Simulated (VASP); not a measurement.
Here is a VASP 6.6.1 calculation.

Contents of INCAR:

```
SYSTEM = C
ALGO = Normal
EDIFF = 1E-7
ENCUT = 520
GGA = PE
ISIF = 2
ISMEAR = 1
LASPH = .TRUE.
LCHARG = .FALSE.
LREAL = .FALSE.
LWAVE = .FALSE.
NBANDS = 16
NELM = 100
PREC = Accurate
SIGMA = 0.15
```

Contents of KPOINTS:

```
k-points
0
G
  7 7 1
  0 0 0
```

Contents of POSCAR:

```
C
1.0
    2.4954000000      0.0133800000     -0.0224300000
   -1.2361100000      2.0911600000      0.0246100000
   -0.2204000000      0.1519500000     24.0552000000
C
4
Direct
    0.9951900000      0.9914900000      0.5712500000
    0.9928200000      0.9849200000      0.4285200000
    0.3485100000      0.6762100000      0.4283900000
    0.6511400000      0.3304200000      0.5696400000
```

Potentials or basis: VASP PAW PBE potentials, release 64 (C).

Command:

```bash
$ cat potpaw_PBE.64/C/POTCAR > POTCAR
$ mpirun -np 1 vasp_std > vasp.out
```

(1) Predict the band gap on the k mesh.

(2) Estimate the largest force.

Answers

(1) 2.24 eV, indirect (least direct gap 2.32 eV).

(2) 2.785 eV/Å.

Caveat: the k mesh is coarse (spacing up to 0.43 Å⁻¹), so the values aren't converged.
